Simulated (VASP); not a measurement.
# Mg, self-consistent run: which settings are enough?

Mg, P1 (no. 1), 64 atoms in the cell. PBEsol; PAW potentials Mg (PBE set). VASP 6.6.1.

Wanted: energy within 2 meV/atom; forces within 0.01 eV/Å.

What the run is for: forces in a large cell; Accuracy asked: standard; Cell repeated: 4 × 4 × 4.

POSCAR:
```
Mg
1.0
   12.2011992020      0.0000000000      0.0000000000
   -6.1005996012     10.5665484656      0.0000000000
    0.0000000000      0.0000000000     12.1793502800
Mg
64
Direct
   -0.0002090000      0.0050360000      0.0005010000
    0.0004500000     -0.0018330000      0.2466690000
    0.0000900000      0.0014910000      0.5014060000
   -0.0023640000     -0.0005320000      0.7511290000
   -0.0032250000      0.2471550000      0.0023100000
    0.0022070000      0.2513360000      0.2518360000
   -0.0029400000      0.2487070000      0.5010770000
    0.0011450000      0.2489150000      0.7516380000
   -0.0009500000      0.4998090000      0.0035500000
   -0.0013730000      0.4982770000      0.2518570000
    0.0008240000      0.5032140000      0.5004330000
   -0.0023400000      0.4982240000      0.7462680000
    0.0034200000      0.7533850000      0.0004140000
   -0.0024080000      0.7520020000      0.2505300000
    0.0008090000      0.7520050000      0.4997260000
[... 36 lines left out ...]
    0.7489140000     -0.0024960000      0.7487990000
    0.7522040000      0.2551280000      0.0017950000
    0.7556550000      0.2517820000      0.2473850000
    0.7520150000      0.2526120000      0.4981850000
    0.7456360000      0.2478140000      0.7498590000
    0.7502190000      0.5026420000      0.0011540000
    0.7564560000      0.5027920000      0.2480150000
    0.7536510000      0.5003550000      0.5039530000
    0.7489980000      0.5003130000      0.7522510000
    0.7470890000      0.7447720000      0.0021110000
    0.7473320000      0.7476260000      0.2457240000
    0.7494470000      0.7464000000      0.4992360000
    0.7451780000      0.7450550000      0.7547080000
```

The series start from Plane-wave cutoff (eV): 230; Projection operators (LREAL): Auto, ROPT -0.00025; Precision mode (PREC): Normal; Parallel layout: defaults; Program: vasp_std; Electronic algorithm: ALGO=Normal; Data layout and linear algebra: defaults. Each series keeps the choices made before it, and each single choice may use up half of a tolerance.

## Plane-wave cutoff (eV)

| Plane-wave cutoff (eV) | Energy less reference (meV/atom) | Forces, largest deviation (eV/Å) | SCF iterations | Time (s) |
|---|---|---|---|---|
| 180 | 2.7 | 0.002 | 14 | 16 |
| 200 | 2.2 | 0.001 | 14 | 15 |
| 230 | 1.2 | 0.001 | 14 | 19 |
| 260 | 0.9 | 0.001 | 14 | 13 |
| 320 (reference) | 0.0 | 0.000 | 14 | 16 |

Chosen: 260, the loosest value from which every tighter one stays within half of the tolerance.

## Projection operators (LREAL)

| Projection operators (LREAL) | Energy less reference (meV/atom) | Forces, largest deviation (eV/Å) | SCF iterations | Time (s) |
|---|---|---|---|---|
| Auto, ROPT -0.005 | 3.4 | 0.015 | 14 | 12 |
| Auto, ROPT -0.002 | 3.4 | 0.015 | 14 | 14 |
| Auto, ROPT -0.001 | -0.1 | 0.010 | 14 | 14 |
| Auto, ROPT -0.0005 | -0.6 | 0.006 | 14 | 13 |
| Auto, ROPT -0.00025 | -0.1 | 0.001 | 14 | 13 |
| Auto, ROPT -0.0001 | -0.1 | 0.001 | 14 | 14 |
| False (reference) | 0.0 | 0.000 | 14 | 23 |

Chosen: Auto, ROPT -0.00025.

## Precision mode (PREC)

| Precision mode (PREC) | Energy less reference (meV/atom) | Forces, largest deviation (eV/Å) | SCF iterations | Time (s) |
|---|---|---|---|---|
| SingleN | -9.6 | 0.025 | 14 | 12 |
| Normal | 0.1 | 0.002 | 14 | 13 |
| Accurate (reference) | 0.0 | 0.000 | 14 | 17 |

Chosen: Normal.

## Parallel layout

| Parallel layout | Energy less reference (meV/atom) | Forces, largest deviation (eV/Å) | SCF iterations | Time (s) |
|---|---|---|---|---|
| defaults | 0.0 | 0.000 | 14 | 13 |
| NCORE=2 | 0.0 | 0.000 | 14 | 11 |
| NCORE=4 | 0.0 | 0.000 | 14 | 11 |
| NCORE=8 | 0.0 | 0.000 | 14 | 11 |
| NPAR=2 | 0.0 | 0.000 | 14 | 11 |

Chosen: defaults; no other choice that stays within half of the tolerance saves 30 % of the time.

## Program

| Program | Energy less reference (meV/atom) | Forces, largest deviation (eV/Å) | SCF iterations | Time (s) |
|---|---|---|---|---|
| vasp_std | 0.0 | 0.000 | 14 | 13 |
| vasp_gam | 0.0 | 0.000 | 14 | 10 |

Chosen: vasp_std.

## Electronic algorithm

| Electronic algorithm | Energy less reference (meV/atom) | Forces, largest deviation (eV/Å) | SCF iterations | Time (s) |
|---|---|---|---|---|
| ALGO=Normal | 0.0 | 0.000 | 14 | 13 |
| ALGO=Fast | 0.0 | 0.000 | 14 | 11 |
| ALGO=VeryFast | 0.0 | 0.000 | 21 | 12 |
| ALGO=All ISEARCH=1 | 0.0 | 0.000 | 17 | 19 |

Chosen: ALGO=Normal.

## Data layout and linear algebra

| Data layout and linear algebra | Energy less reference (meV/atom) | Forces, largest deviation (eV/Å) | SCF iterations | Time (s) |
|---|---|---|---|---|
| defaults | 0.0 | 0.000 | 14 | 13 |
| LPLANE=False | 0.0 | 0.000 | 14 | 11 |
| LSCALAPACK=False | 0.0 | 0.000 | 14 | 12 |
| LSCALU=True | 0.0 | 0.000 | 14 | 13 |

Chosen: defaults.

## All choices together

| Input | Energy less reference (meV/atom) | Forces, largest deviation (eV/Å) | Time (s) |
|---|---|---|---|
| the program's defaults (naive) | 1.1 | 0.022 | 10 |
| chosen settings | 0.8 | 0.001 | 13 |
| reference settings throughout | 0.0 | 0.000 | 41 |

The tolerance is met.

## The input

INCAR:
```
  GGA = PS
  ISMEAR = 1
  SIGMA = 0.1
  LWAVE = F
  LCHARG = F
  ISIF = 2
  ISYM = 0
  PREC = Normal
  LASPH = T
  LREAL = Auto
  ALGO = Normal
  EDIFF = 1E-6
  NELM = 120
  GGA_COMPAT = F
  ENCUT = 260
  ROPT = -0.00025
```

KPOINTS:
```
k-points
0
Gamma
  1 1 1
```

Commands:
```
cat potpaw_PBE.64/Mg/POTCAR > POTCAR
mpirun -np 8 vasp_std > vasp.out
```

Limits: Only the k mesh 1 × 1 × 1 was run, so its error is untested.

The chosen input took VASP 6.6.1 13 s on 8 cores (Intel Xeon Platinum 8559C (Emerald Rapids)), a shared host.

## An input that fails: Gamma-only program on a mesh of k points

VASP's message: You are using the Gamma-point-only version with more than one k-point or some other non-Gamma k-point.

k mesh: 1 × 1 × 1 becomes 2 × 2 × 2.

Changes against the starting input:
```
- NELM = 120
+ NELM = 62
- vasp_std
+ vasp_gam
(KPOINTS)
-k-points
+Automatic mesh
-  1 1 1
+  2 2 2
+  0 0 0
```
